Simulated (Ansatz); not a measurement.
The elements of this relaxed crystal are hidden behind letters.

```
lattice vectors (Å)
   2.7882    1.6098    4.9179
  -2.7882    1.6098    4.9179
   0.0000   -3.2195    4.9179
fractional positions
X 0.3573 0.3573 0.3573
X 0.1427 0.1427 0.1427
X 0.6427 0.6427 0.6427
X 0.8573 0.8573 0.8573
Z 0.5466 0.9534 0.2500
Z 0.2500 0.5466 0.9534
Z 0.9534 0.2500 0.5466
Z 0.4534 0.0466 0.7500
Z 0.7500 0.4534 0.0466
Z 0.0466 0.7500 0.4534
```

All numbers below come from DFT PBE, scalar-relativistic, plane waves, PAW in Ansatz. Settings of the last relaxation (10-atom cell): 420 eV, 6×6×6 k points, Gaussian smearing of 0.02 eV, no spin polarisation.

```
Space group                               : R-3c (No. 167)
Conventional cell                         : a = 5.576 Å, c = 14.754 Å
Volume per atom                           : 13.24 Å³
Density                                   : 6.96 g/cm³
Formation energy                          : −1.527 eV/atom
Gap on the 6×6×6 mesh of the 10-atom cell : 0.97 eV
```

Energies are uncorrected and count from the elements' standard states at the same level.

Task: X is a p-block element of period 5 and Z is a p-block element of period 2. Which elements are they?

Result: X = In, Z = O, so the formula is In2O3, here in the corundum type. Density times volume gives a mean mass of 6.96 × 13.24/1.6605 = 55.5 u per atom, and this set has 55.5 u. Among the elements that the hints allow, noble gases aside, only these give it. In is surrounded by 3 O at 2.16 Å and 3 O at 2.29 Å; around O lie 2 In at 2.16 Å and 2 In at 2.29 Å.

Kohn–Sham gaps at this level usually fall short of measured ones. A later test with randomly moved atoms came back to the same energy, though modes that don't fit the test's cell weren't probed.
